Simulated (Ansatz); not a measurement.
## NaI in Ansatz: the effect of functional

Crystal: NaI.

```xyz
2
Lattice="0.0000 3.2364 3.2364 3.2364 0.0000 3.2364 3.2364 3.2364 0.0000" Properties=species:S:1:pos:R:3 pbc="T T T"
I     3.2364    3.2364    3.2364
Na    0.0000    0.0000    0.0000
```

Alike in all runs:

```yaml
Program: Ansatz 0.2.0
Task: single point
Potentials_or_basis: all-electron PAW datasets made for the crystal
k_mesh: 6 × 6 × 6
Occupations: fermi-dirac, width 0.05 eV
Spin: no spin polarisation
```

```tsv
functional	cutoff	gap on the mesh (eV)	pressure (GPa)
PBE	260 eV (chosen from the basis error)	3.64	0.4
HSE06	290 eV (chosen from the basis error)	4.67	0.1
PBE0	290 eV (chosen from the basis error)	?	?
```

Question: What does the run with functional PBE0 give?

Answer: gap on the mesh 5.34 eV; pressure 0.1 GPa.

Caveats: spin-orbit coupling is left out, which moves the levels of the heavy elements.

